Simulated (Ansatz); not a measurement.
`CCCCC(C)CC` + propane → `CCCCCC` + `CCC(C)C`  (formal exchange of groups at a C–C bond)

Program: Ansatz. Geometries: PBE0-D4/def2-TZVP. ΔE: electronic, gas phase. CCSD(T)/CBS is the MP2 limit (def2-TZVPP, def2-QZVPP) plus CCSD(T) − MP2 in def2-TZVPP, frozen cores. Functionals use def2-TZVPP. One conformer a species, not always the lowest.

| level | ΔE (kJ/mol) |
| --- | --- |
| ωB97M-V | 0.9 |
| PBE0 | 1.1 |

Problem. What does CCSD(T)/CBS give? (Estimate.)

Solution. The calculation gave: +1.1 kJ/mol. The listed levels differ from it by -0.2, 0.0 kJ/mol.

Largest T1 diagnostic among the species: 0.009.

CCSD(T)/CBS has its own doubt, a few kJ/mol and more with outer-core shells, so smaller differences from it don't rank the levels.
